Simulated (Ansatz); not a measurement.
Si:

```
Si
1.0
     2.62054    0.00000    0.00000
    -1.31027    2.26946    0.00000
     0.00000    0.00000    2.46635
Si
1
Direct
  0.00000 0.00000 0.00000
```

This isn't the form of Si at room conditions, which is diamond.

Base run:

```yaml
Program: Ansatz 0.2.0
Functional: LDA
Potentials_or_basis: Ansatz PAW
Cutoff: "420 eV (not typed: the program's choice for these potentials)"
k_mesh: 12 × 12 × 11
Occupations: fermi-dirac, width 0.05 eV
Spin: no spin polarisation
```

Its results: band gap on the k mesh none (metal or under the smearing width); pressure -1.0 GPa.

**Question.** The run is repeated on the same cell with these changes: functional from LDA to revPBE. What comes out?

**Answer.** Band gap on the k mesh none (metal or under the smearing width); pressure 4.2 GPa.

revPBE binds less tightly than LDA, so the same cell stands under more pressure.

Caveats: the PAW data sets come from PBE, with cores solved anew for the run's functional, which leaves a small shift of forces and pressure.
